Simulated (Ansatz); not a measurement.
# Fitting the r2SCAN+D4 energy curve of KTaO3

```cif
data_structure
_symmetry_space_group_name_H-M 'Pm-3m'
_symmetry_Int_Tables_number 221
_cell_length_a 3.9883
_cell_length_b 3.9883
_cell_length_c 3.9883
_cell_angle_alpha 90.000
_cell_angle_beta 90.000
_cell_angle_gamma 90.000
_cell_volume 63.44
loop_
_atom_site_label
_atom_site_type_symbol
_atom_site_symmetry_multiplicity
_atom_site_Wyckoff_symbol
_atom_site_fract_x
_atom_site_fract_y
_atom_site_fract_z
_atom_site_occupancy
Ta1 Ta 1 a 0.00000 0.00000 0.00000 1
K1 K 1 b 0.50000 0.50000 0.50000 1
O1 O 3 d 0.00000 0.00000 0.50000 1
```

The cell was scaled at fixed shape and fractions and run with Ansatz, Ansatz PAW, cutoff 500 eV; r2SCAN+D4, k mesh 7 × 7 × 7 on the cell of 5 atoms, fermi-dirac occupations of 0.05 eV, no spin polarisation, no spin-orbit coupling. The potentials were made for PBE. Energies are those that the program minimises, any entropy of the smearing included.

```tsv
V (Å³/atom)	energy over the lowest row (meV/atom)
11.9267	30.92
12.1805	12.69
12.4342	2.65
12.6880	0.00
12.9418	?
13.1955	13.86
13.4493	29.08
```

Fit the third-order Birch-Murnaghan form, give V0, B0 and B′, and predict the energy left open.

With y = (V0/V)^(2/3), E = E0 + (9 V0 B0/16) [(y - 1)³ B′ + (y - 1)² (6 - 4y)]. Least squares through the rows shown give V0 = 12.6586 Å³/atom, E0 = -0.04 meV, B0 = 210.7 GPa (1 eV/Å³ = 160.218 GPa) and B′ = 4.39, with a largest miss of 0.01 meV. At V = 12.9418 the form with these constants gives 3.96 meV; the run gave 3.96 meV an atom. Measured volume: 12.69 Å³/atom (arxiv:2208.05712), so the fit lies -0.2 % from it. The runs are for a static lattice.
